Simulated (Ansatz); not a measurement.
Ti:

```
CELL_PARAMETERS angstrom
0.00000 2.03000 2.03000
2.03000 0.00000 2.03000
2.03000 2.03000 0.00000
ATOMIC_POSITIONS crystal
Ti 0.00000 0.00000 0.00000
```

This isn't the form of Ti at room conditions, which is hcp.

- Program: Ansatz 0.2.0
- Task: relaxation of cell and atoms
- Functional: revPBE
- Dispersion: D4
- Potentials or basis: Ansatz PAW
- Cutoff: 420 eV (not typed: the program's choice for these potentials)
- k mesh: 11 × 11 × 11
- Occupations: fermi-dirac, width 0.05 eV
- Spin: no spin polarisation

At the start: volume 16.73 Å³/atom.

Where does the relaxation end?

It ends after 5 steps and the volume is 17.28 Å³/atom (+3.3 %); space group Fm-3m (No. 225, to 0.05 Å).

Step by step:
```
step  energy change (eV)  largest force (eV/Å)  volume (Å³)
   1              0.0000                0.0000        16.73
   2             -0.0031                0.0000        17.66
   3             -0.0058                0.0000        17.29
   4             -0.0059                0.0000        17.28
   5             -0.0059                0.0000        17.28
```

Final structure:
```cif
data_structure
_symmetry_space_group_name_H-M 'P 1'
_symmetry_Int_Tables_number 1
_cell_length_a 2.9017
_cell_length_b 2.9017
_cell_length_c 2.9017
_cell_angle_alpha 60.000
_cell_angle_beta 60.000
_cell_angle_gamma 60.000
_cell_volume 17.28
loop_
_atom_site_label
_atom_site_type_symbol
_atom_site_fract_x
_atom_site_fract_y
_atom_site_fract_z
_atom_site_occupancy
Ti1 Ti 0.00000 0.00000 0.00000 1
```

Caveat: the plane-wave basis is chosen anew once the cell has moved, so the energies of steps on either side of that aren't comparable; pairwise dispersion overbinds metals, which lowers pressure and volume; the PAW data sets come from PBE, with cores solved anew for the run's functional, which leaves a small shift of forces and pressure.
